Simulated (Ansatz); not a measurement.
**Mo and the effect of the pressure**

The cell as given:

```cif
data_structure
_symmetry_space_group_name_H-M 'P 1'
_symmetry_Int_Tables_number 1
_cell_length_a 2.7432
_cell_length_b 2.7432
_cell_length_c 2.7432
_cell_angle_alpha 109.471
_cell_angle_beta 109.471
_cell_angle_gamma 109.471
_cell_volume 15.89
loop_
_atom_site_label
_atom_site_type_symbol
_atom_site_fract_x
_atom_site_fract_y
_atom_site_fract_z
_atom_site_occupancy
Mo1 Mo 0.00000 0.00000 0.00000 1
```

Kept alike: task relaxation of cell and atoms; functional PBEsol; k mesh 12 × 12 × 12; occupations fermi-dirac, width 0.05 eV; no spin polarisation. Program: Ansatz, all-electron LAPW, scalar-relativistic. The mesh is that of the run's cell of 1 atom. No spin-orbit coupling.

| pressure, P (GPa) | volume (Å³/atom) |
| --- | --- |
| 0 | 15.319 |
| 5 | 15.060 |
| 10 | 14.823 |
| 20 | 14.399 |
| 30 | 14.029 |

The relaxations keep at least the cell's symmetry (Im-3m). For a metal such a mesh leaves the last digits unconverged. The runs follow the start's structure, whether or not it is the stable one at these pressures.

Question: What does the pressure change here?

Answer: The volume falls from 15.319 to 14.029 Å³/atom between 0 and 30 GPa. The volume falls ever more slowly, since the solid stiffens under load. At the pressures aimed at, which the runs meet within some tenths of a GPa, the step from 0 to 5 GPa gives a mean bulk modulus near 293 GPa, the last step 384 GPa.

Molybdenum resists compression strongly: even at 30 GPa it keeps most of its zero-pressure volume, and each successive step removes less volume per unit of pressure. The low compressibility reflects a roughly half-filled 4d band, in which mostly bonding states are occupied and antibonding ones largely empty, so that cohesion is near its greatest within the 4d series. Compression widens the d band and strengthens the d-d bonding, but the kinetic energy of the electrons and the overlap repulsion involving the semicore shells rise faster, which accounts for the stiffening. With one atom in a cubic cell there are no internal coordinates to relax, so the response is a uniform shortening of all bonds.

The zero-pressure volume lies somewhat below the measured one and the initial modulus somewhat above it, probably because PBEsol binds this metal slightly too strongly. The trend with pressure should be less affected than the absolute volumes. Resistance to shear, which matters for the strength of the metal, can't be inferred from these volumes.
